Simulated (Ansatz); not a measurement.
# Na2S: the band gap up the ladder of functionals

The task here is to estimate one member of a computed series from the others.

Code: Ansatz 0.2.0. PAW datasets, plane waves. (Simulation; spin polarisation is off.)

## The system as given

The cell was relaxed beforehand with r2SCAN.

The symmetry is Fm-3m (No. 225, cubic); a = 6.511 Å in the conventional setting, 23.00 Å³ an atom. Na has 4 S at 2.82 Å; S has 8 Na at 2.82 Å.

The structure in full:

```cif
data_structure
_symmetry_space_group_name_H-M 'Fm-3m'
_symmetry_Int_Tables_number 225
_cell_length_a 6.5109
_cell_length_b 6.5109
_cell_length_c 6.5109
_cell_angle_alpha 90.000
_cell_angle_beta 90.000
_cell_angle_gamma 90.000
_cell_volume 276.01
loop_
_atom_site_label
_atom_site_type_symbol
_atom_site_symmetry_multiplicity
_atom_site_Wyckoff_symbol
_atom_site_fract_x
_atom_site_fract_y
_atom_site_fract_z
_atom_site_occupancy
Na1 Na 8 c 0.25000 0.75000 0.75000 1
S1 S 4 a 0.00000 0.00000 0.00000 1
```

Set-up of the first run:

input.yaml

```yaml
crystal:
  lattice:
    - [0.0, 3.255437459, 3.255437459]
    - [3.255437459, 0.0, 3.255437459]
    - [3.255437459, 3.255437459, 0.0]
  atoms:
    - { symbol: Na, position: [0.25, 0.25, 0.25] }
    - { symbol: Na, position: [0.75, 0.75, 0.75] }
    - { symbol: S, position: [0.0, 0.0, 0.0] }
kpoints:
  mp_grid: { grid: [8, 8, 8] }
  band_path:
    path:
      - [[0.0, 0.0, 0.0], [0.5, -8.608534654249e-35, 0.5], [0.625, 0.25, 0.625]]
      - [[0.375, 0.375, 0.75], [0.0, 0.0, 0.0], [0.5, 0.5, 0.5], [0.5, 0.25, 0.75], [0.5, -8.608534654249e-35, 0.5]]
    npoints: 10
hamiltonian:
  xc: pbe
scf:
  occupations: { method: fermi_dirac, width: 0.02 }
  n_extra_bands: 4
output:
  forces: true
  stress: true
  eigenvalues: true
```

Started as:

```bash
> ansatz run input.yaml --threads 2 --pin off --max-ram 29491MiB --backend cpu --events-out ev --progress --plain --runs-dir out
```

Among the steps run: PBE band path; r2SCAN at the same geometry; HSE06 at the same geometry; PBE0 at the same geometry; LDA at the same geometry; One-shot GW from PBE; DDH-PBE0; Single point with r2SCAN0; r2SCANh at the same geometry.

One of the session's tables, all rows but one given; the rest of the session is left out.

```
                     level  gap (eV)
                       PBE      2.53
                    r2SCAN      3.09
                     HSE06      3.53
                      PBE0         ?
                       LDA      2.29
G0W0@PBE (205 empty bands)      4.11
G0W0@PBE (511 empty bands)      4.22
                  DDH-PBE0      4.45
                   r2SCAN0      4.50
                   r2SCANh      3.65
```

Q: Estimate the row for PBE0 from the others.

**Answer.** gap (eV): 4.20. In the column «gap (eV)» it lies between G0W0@PBE (205 empty bands) (4.11) and G0W0@PBE (511 empty bands) (4.22).

Meshes: PBE 8×8×8, r2SCAN 8×8×8, HSE06 6×6×6, PBE0 6×6×6, LDA 8×8×8, DDH-PBE0 6×6×6, r2SCAN0 6×6×6, r2SCANh 6×6×6

LDA gives the least gap, 2.29 eV, and r2SCAN0 the largest, 4.50 eV. PBE reaches 60 % of the G0W0@PBE value, and r2SCAN 73 %. PBE0 lies 0.67 eV above HSE06, which differs from it by screening the long-range exchange. G0W0 values are finite-basis, finite-mesh values.

Limits of these values: Warnings in the runs' records: stress scf threshold loose, stress exchange threshold loose.
